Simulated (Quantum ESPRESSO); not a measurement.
# TiO (P-6m2) in Quantum ESPRESSO: further runs

One crystal, TiO, is run at these levels: PBEsol, LDA; tasks: band structure, single point, equation of state.

Program: Quantum ESPRESSO 7.5. These are calculated values, not measurements. Logs are shortened: lines on timing, memory, paths and dates and some standing lists are left out, and cuts for length are marked.

**1. The structure**

It takes space group P-6m2 (No. 187, hexagonal). The conventional cell has a = 3.031 Å, b = 3.031 Å, c = 3.238 Å, α = 90.00°, β = 90.00°, γ = 120.00°. Ti (site symmetry -6m2) is surrounded by 6 O at 2.38 Å. Around O (site symmetry -6m2) lie 6 Ti at 2.38 Å.

**2. Band structure, PBEsol**

pw.in

```
&CONTROL
  calculation = 'scf'
  prefix = 'pwscf'
  outdir = './tmp'
  pseudo_dir = './pseudo'
  tprnfor = .true.
  tstress = .true.
  disk_io = 'low'
/
&SYSTEM
  ibrav = 0
  celldm(1) = 8
  nat = 2
  ntyp = 2
  ecutwfc = 45
  ecutrho = 360
  nbnd = 15
  occupations = 'smearing'
  smearing = 'fd'
  degauss = 0.00367493
/
&ELECTRONS
  conv_thr = 4d-10
  electron_maxstep = 120
  mixing_beta = 0.5
/
ATOMIC_SPECIES
Ti    47.8670 ti_pbesol_v1.4.uspp.F.UPF
O     15.9990 o_pbesol_v1.2.uspp.F.UPF
CELL_PARAMETERS alat
  0.7159699854676   0.0000000000000   0.0000000000000
 -0.3579849927338   0.6200481957690   0.0000000000000
  0.0000000000000   0.0000000000000   0.7647957842126
ATOMIC_POSITIONS crystal
Ti     0.6666666667    0.3333333333    0.0000000000
O      0.0000000000    0.0000000000    0.5000000000
K_POINTS automatic
10 10 8 0 0 0
```

bands.in

```
&CONTROL
  calculation = 'bands'
  prefix = 'pwscf'
  outdir = './tmp'
  pseudo_dir = './pseudo'
  disk_io = 'low'
  verbosity = 'high'
/
&SYSTEM
  ibrav = 0
  celldm(1) = 8
  nat = 2
  ntyp = 2
  ecutwfc = 45
  ecutrho = 360
  nbnd = 15
  occupations = 'smearing'
  smearing = 'fd'
  degauss = 0.00367493
/
&ELECTRONS
  conv_thr = 1d-08
  electron_maxstep = 120
  mixing_beta = 0.5
  diago_full_acc = .true.
  startingwfc = 'random'
/
ATOMIC_SPECIES
Ti    47.8670 ti_pbesol_v1.4.uspp.F.UPF
O     15.9990 o_pbesol_v1.2.uspp.F.UPF
CELL_PARAMETERS alat
  0.7159699854676   0.0000000000000   0.0000000000000
 -0.3579849927338   0.6200481957690   0.0000000000000
  0.0000000000000   0.0000000000000   0.7647957842126
ATOMIC_POSITIONS crystal
Ti     0.6666666667    0.3333333333    0.0000000000
O      0.0000000000    0.0000000000    0.5000000000
K_POINTS crystal
60
 0.0000000000  0.0000000000  0.0000000000 1
 0.0714285714  0.0000000000  0.0000000000 1
 0.1428571429  0.0000000000  0.0000000000 1
 0.2142857143  0.0000000000  0.0000000000 1
 0.2857142857  0.0000000000  0.0000000000 1
 0.3571428571  0.0000000000  0.0000000000 1
 0.4285714286  0.0000000000  0.0000000000 1
 0.5000000000  0.0000000000  0.0000000000 1
 0.4444444444  0.1111111111  0.0000000000 1
 0.3888888889  0.2222222222  0.0000000000 1
 0.3333333333  0.3333333333  0.0000000000 1
 0.2916666667  0.2916666667  0.0000000000 1
 0.2500000000  0.2500000000  0.0000000000 1
 0.2083333333  0.2083333333  0.0000000000 1
 0.1666666667  0.1666666667  0.0000000000 1
 0.1250000000  0.1250000000  0.0000000000 1
 0.0833333333  0.0833333333  0.0000000000 1
 0.0416666667  0.0416666667  0.0000000000 1
 0.0000000000  0.0000000000  0.0000000000 1
 0.0000000000  0.0000000000  0.0833333333 1
 0.0000000000  0.0000000000  0.1666666667 1
 0.0000000000  0.0000000000  0.2500000000 1
 0.0000000000  0.0000000000  0.3333333333 1
 0.0000000000  0.0000000000  0.4166666667 1
 0.0000000000  0.0000000000  0.5000000000 1
 0.0714285714  0.0000000000  0.5000000000 1
 0.1428571429  0.0000000000  0.5000000000 1
 0.2142857143  0.0000000000  0.5000000000 1
 0.2857142857  0.0000000000  0.5000000000 1
 0.3571428571  0.0000000000  0.5000000000 1
 0.4285714286  0.0000000000  0.5000000000 1
 0.5000000000  0.0000000000  0.5000000000 1
 0.4583333333  0.0833333333  0.5000000000 1
 0.4166666667  0.1666666667  0.5000000000 1
 0.3750000000  0.2500000000  0.5000000000 1
 0.3333333333  0.3333333333  0.5000000000 1
 0.2962962963  0.2962962963  0.5000000000 1
 0.2592592593  0.2592592593  0.5000000000 1
 0.2222222222  0.2222222222  0.5000000000 1
 0.1851851852  0.1851851852  0.5000000000 1
 0.1481481481  0.1481481481  0.5000000000 1
 0.1111111111  0.1111111111  0.5000000000 1
 0.0740740741  0.0740740741  0.5000000000 1
 0.0370370370  0.0370370370  0.5000000000 1
 0.0000000000  0.0000000000  0.5000000000 1
 0.5000000000  0.0000000000  0.5000000000 1
 0.5000000000  0.0000000000  0.4166666667 1
 0.5000000000  0.0000000000  0.3333333333 1
 0.5000000000  0.0000000000  0.2500000000 1
 0.5000000000  0.0000000000  0.1666666667 1
 0.5000000000  0.0000000000  0.0833333333 1
 0.5000000000  0.0000000000  0.0000000000 1
 0.3333333333  0.3333333333  0.0000000000 1
 0.3333333333  0.3333333333  0.0714285714 1
 0.3333333333  0.3333333333  0.1428571429 1
 0.3333333333  0.3333333333  0.2142857143 1
 0.3333333333  0.3333333333  0.2857142857 1
 0.3333333333  0.3333333333  0.3571428571 1
 0.3333333333  0.3333333333  0.4285714286 1
 0.3333333333  0.3333333333  0.5000000000 1
```

Potentials or basis: GBRV 1.5 PBEsol.

On the command line:

```
> OMP_NUM_THREADS=1 mpirun -n 2 pw.x -nk 2 -in pw.in > pw.out
> OMP_NUM_THREADS=1 mpirun -n 2 pw.x -nk 2 -in bands.in > bands.out
```

pw.out:

```text
This program is part of the open-source Quantum ESPRESSO suite
     for quantum simulation of materials; please cite
         "P. Giannozzi et al., J. Phys.:Condens. Matter 21 395502 (2009);
         "P. Giannozzi et al., J. Phys.:Condens. Matter 29 465901 (2017);
         "P. Giannozzi et al., J. Chem. Phys. 152 154105 (2020);
     in publications or presentations arising from this work. More details at

     Message from routine setup:
     using ibrav=0 with symmetry is DISCOURAGED, use correct ibrav instead

     K-points division:     npool     =       2
     Subspace diagonalization in iterative solution of the eigenvalue problem:
     a serial algorithm will be used

     G-vector sticks info
     --------------------
     sticks:   dense  smooth     PW     G-vecs:    dense   smooth      PW
     Sum         817     421    121                20065     7071    1251

     Using Slab Decomposition

     bravais-lattice index     =            0
     lattice parameter (alat)  =       8.0000  a.u.
     unit-cell volume          =     173.8344 (a.u.)^3
     number of atoms/cell      =            2
     number of atomic types    =            2
     number of electrons       =        18.00
     number of Kohn-Sham states=           15
     kinetic-energy cutoff     =      45.0000  Ry
     charge density cutoff     =     360.0000  Ry
     scf convergence threshold =      4.0E-10
     mixing beta               =       0.5000
     number of iterations used =            8  plain     mixing
     Exchange-correlation= SLA  PW   PSX  PSC
                           (   1   4  10   8   0   0   0)

     celldm(1)=   8.000000  celldm(2)=   0.000000  celldm(3)=   0.000000
     celldm(4)=   0.000000  celldm(5)=   0.000000  celldm(6)=   0.000000

     crystal axes: (cart. coord. in units of alat)
               a(1) = (   0.715970   0.000000   0.000000 )
               a(2) = (  -0.357985   0.620048   0.000000 )
               a(3) = (   0.000000   0.000000   0.764796 )

     reciprocal axes: (cart. coord. in units 2 pi/alat)
               b(1) = (  1.396707  0.806389 -0.000000 )
               b(2) = (  0.000000  1.612778  0.000000 )
               b(3) = (  0.000000 -0.000000  1.307539 )

     PseudoPot. # 1 for Ti read from file:
     ti_pbesol_v1.4.uspp.F.UPF
     Pseudo is Ultrasoft + core correction, Zval = 12.0
     Generated by new atomic code, or converted to UPF format
     Using radial grid of  851 points,  6 beta functions with:
                l(1) =   0
                l(2) =   0
                l(3) =   1
                l(4) =   1
                l(5) =   2
                l(6) =   2
     Q(r) pseudized with  6 coefficients,  rinner =    1.000   1.000   1.000
                                                       1.000   1.000

     PseudoPot. # 2 for O  read from file:
     o_pbesol_v1.2.uspp.F.UPF
     Pseudo is Ultrasoft + core correction, Zval =  6.0
     Generated by new atomic code, or converted to UPF format
     Using radial grid of  737 points,  5 beta functions with:
                l(1) =   0
                l(2) =   0
                l(3) =   1
                l(4) =   1
                l(5) =   2
     Q(r) pseudized with  8 coefficients,  rinner =    0.900   0.900   0.900
                                                       0.900   0.900

     atomic species   valence    mass     pseudopotential
     Ti               12.00    47.86700     Ti( 1.00)
     O                 6.00    15.99900     O ( 1.00)

     12 Sym. Ops. (no inversion) found

   Cartesian axes

     site n.     atom                  positions (alat units)
         1        Ti     tau(   1) = (   0.3579850   0.2066827   0.0000000  )
         2        O      tau(   2) = (   0.0000000   0.0000000   0.3823979  )

     number of k points=    70  Fermi-Dirac smearing, width (Ry)=  0.0037
                       cart. coord. in units 2pi/alat
        k(    1) = (   0.0000000   0.0000000   0.0000000), wk =   0.0025000
        k(    2) = (   0.0000000   0.0000000   0.1634423), wk =   0.0050000
[... 51 lines left out ...]

          k = 0.0000 0.0000 0.1634 (   889 PWs)   bands (ev):

   -46.0720 -22.4902 -22.1360 -22.1360  -7.7698   6.5283   7.9040   7.9040
     9.9439  12.4465  12.4465  12.6466  13.2979  13.2979  23.1958

          k = 0.0000 0.0000 0.3269 (   889 PWs)   bands (ev):

   -46.0678 -22.5482 -22.1322 -22.1322  -7.5901   5.4334   7.9866   7.9866
    10.8320  12.0861  12.0861  13.3678  13.3678  13.7378  21.2996

          k = 0.0000 0.0000 0.4903 (   877 PWs)   bands (ev):

   -46.0635 -22.6056 -22.1283 -22.1283  -7.4033   4.6209   8.0667   8.0667
    11.5092  11.8607  11.8607  13.2973  13.2973  15.2599  19.1570
[... 93 lines left out ...]
   -46.0233 -22.4874 -22.4498 -22.2049  -7.1079   5.3332   6.2693   7.5161
    10.5665  12.5203  13.2577  13.4943  13.8548  16.8135  20.9010

          k = 0.0000 0.6451 0.4903 (   882 PWs)   bands (ev):

   -46.0194 -22.5331 -22.4396 -22.2001  -7.0804   5.4760   6.0007   7.3017
    10.7708  12.5765  13.4292  13.5144  13.9600  17.4234  21.0550

          k = 0.0000 0.6451-0.6538 (   888 PWs)   bands (ev):

   -46.0178 -22.5521 -22.4353 -22.1981  -7.0692   5.5359   5.8926   7.2179
    10.8474  12.6412  13.4001  13.6080  14.0130  17.6236  21.2115

          k = 0.0000-0.8064 0.0000 (   880 PWs)   bands (ev):

   -46.0240 -22.4995 -22.4158 -22.2193  -7.0699   4.9063   6.6725   7.8481
    10.0714  12.8049  13.1866  13.5292  13.8821  16.0515  20.1614

          k = 0.0000-0.8064 0.1634 (   890 PWs)   bands (ev):

   -46.0224 -22.4948 -22.4347 -22.2173  -7.0651   4.9754   6.5561   7.7287
    10.2220  12.8077  12.9804  13.7311  13.8983  16.4415  20.1061

          k = 0.0000-0.8064 0.3269 (   898 PWs)   bands (ev):

   -46.0186 -22.4846 -22.4789 -22.2125  -7.0539   5.1508   6.2852   7.4658
    10.5345  12.5306  13.3819  13.7554  13.9421  17.1873  20.1263

          k = 0.0000-0.8064 0.4903 (   890 PWs)   bands (ev):

   -46.0147 -22.5253 -22.4718 -22.2076  -7.0436   5.3819   5.9683   7.2306
    10.7958  12.5773  13.6476  13.7417  14.0125  17.6247  20.6176

          k = 0.0000-0.8064-0.6538 (   892 PWs)   bands (ev):

   -46.0131 -22.5439 -22.4671 -22.2056  -7.0396   5.6280   5.6860   7.1396
    10.9028  12.6494  13.5893  13.8532  14.0770  17.7134  21.5972

          k = 0.1397 0.2419 0.0000 (   880 PWs)   bands (ev):

   -46.0605 -22.4525 -22.2341 -22.1622  -7.6436   6.8170   7.0675   7.8486
     9.8713  12.2494  12.9782  13.0220  13.3415  13.4657  23.8928

          k = 0.1397 0.2419 0.1634 (   881 PWs)   bands (ev):

   -46.0588 -22.4754 -22.2315 -22.1605  -7.5881   6.4922   6.9893   7.8456
    10.2271  12.2281  12.6747  12.9885  13.3303  14.0957  23.2543

          k = 0.1397 0.2419 0.3269 (   880 PWs)   bands (ev):

   -46.0546 -22.5302 -22.2254 -22.1563  -7.4518   5.6483   7.1544   7.8256
    10.7846  12.1027  12.4426  12.9569  13.5046  15.0567  21.5734
[... 173 lines left out ...]
   -46.0133 -22.4730 -22.4068 -22.3369  -6.9954   5.7700   6.1482   6.4310
    11.3189  12.6005  13.0390  13.2033  13.9534  18.8584  20.7984

          k = 0.4190 0.7258 0.4903 (   880 PWs)   bands (ev):

   -46.0095 -22.5168 -22.3969 -22.3296  -6.9993   5.6496   5.8714   6.6761
    11.3262  12.7578  13.2574  13.8139  13.9157  18.6124  20.6938

          k = 0.4190 0.7258-0.6538 (   878 PWs)   bands (ev):

   -46.0079 -22.5349 -22.3928 -22.3265  -7.0010   5.5845   5.7531   6.8164
    11.3374  12.7689  13.3787  13.9046  14.1135  18.4522  20.7299

     the Fermi energy is    11.6874 ev

!    total energy              =    -151.52043783 Ry
     estimated scf accuracy    <          2.9E-10 Ry
     smearing contrib. (-TS)   =      -0.00007199 Ry
     internal energy E=F+TS    =    -151.52036584 Ry

     The total energy is F=E-TS. E is the sum of the following terms:
     one-electron contribution =     -46.69625995 Ry
     hartree contribution      =      30.88818294 Ry
     xc contribution           =     -24.86381566 Ry
     ewald contribution        =    -110.84847317 Ry

     convergence has been achieved in   9 iterations

     negative rho (up, down):  5.226E-04 0.000E+00

     Forces acting on atoms (cartesian axes, Ry/au):

     atom    1 type  1   force =     0.00000000    0.00000000    0.00000000
     atom    2 type  2   force =     0.00000000    0.00000000    0.00000000

     Total force =     0.000000     Total SCF correction =     0.000000

     Computing stress (Cartesian axis) and pressure

     negative rho (up, down):  5.226E-04 0.000E+00
          total   stress  (Ry/bohr**3)                   (kbar)     P=     -403.97
  -0.00229471  -0.00000000  -0.00000000         -337.56       -0.00       -0.00
  -0.00000000  -0.00229471  -0.00000000           -0.00     -337.56       -0.00
   0.00000000   0.00000000  -0.00364900            0.00        0.00     -536.79

=------------------------------------------------------------------------------=
   JOB DONE.
=------------------------------------------------------------------------------=
```

Wall time 13 s (2 MPI ranks of Intel Xeon Platinum 8259CL at 2.50GHz (Skylake/Cascade Lake), shared host); peak memory 0.18 GiB.

What came out:

| Property | Result |
| --- | --- |
| Free energy | -2061.5406 eV |
| Pressure | -40.4 GPa |
| Band gap on the k mesh | none (metal or under the smearing width) |

Stress tensor (GPa, compression positive):
```
-33.76   0.00   0.00
  0.00 -33.76   0.00
  0.00   0.00 -53.68
```

Levels at the corners of the path, in eV from the Fermi level:
```tsv
point	band 7	band 8	band 9	band 10	band 11	band 12
Γ	-3.82	-3.82	-2.35	0.56	1.02	1.02
M	-5.01	-3.84	-1.62	1.12	1.50	1.84
K	-5.49	-4.99	-0.01	0.31	0.59	0.99
Γ	-3.82	-3.82	-2.35	0.56	1.02	1.02
A	-3.59	-3.59	0.08	0.11	0.11	1.55
L	-6.00	-4.55	-0.78	0.96	1.90	2.17
H	-5.92	-4.90	-0.29	1.09	1.73	2.19
A	-3.59	-3.59	0.08	0.11	0.11	1.55
L	-6.00	-4.55	-0.78	0.96	1.90	2.17
M	-5.01	-3.84	-1.62	1.12	1.50	1.84
K	-5.49	-4.99	-0.01	0.31	0.59	0.99
H	-5.92	-4.90	-0.29	1.09	1.73	2.19
```

Caveat: a pressure of tens of GPa on the cell as given is suspect, and the run, the potentials or the cell itself is likely at fault; semilocal functionals often make such compounds metallic where correlation or magnetic order opens a gap, which also shifts bond lengths.

[end of part 1 of 2]
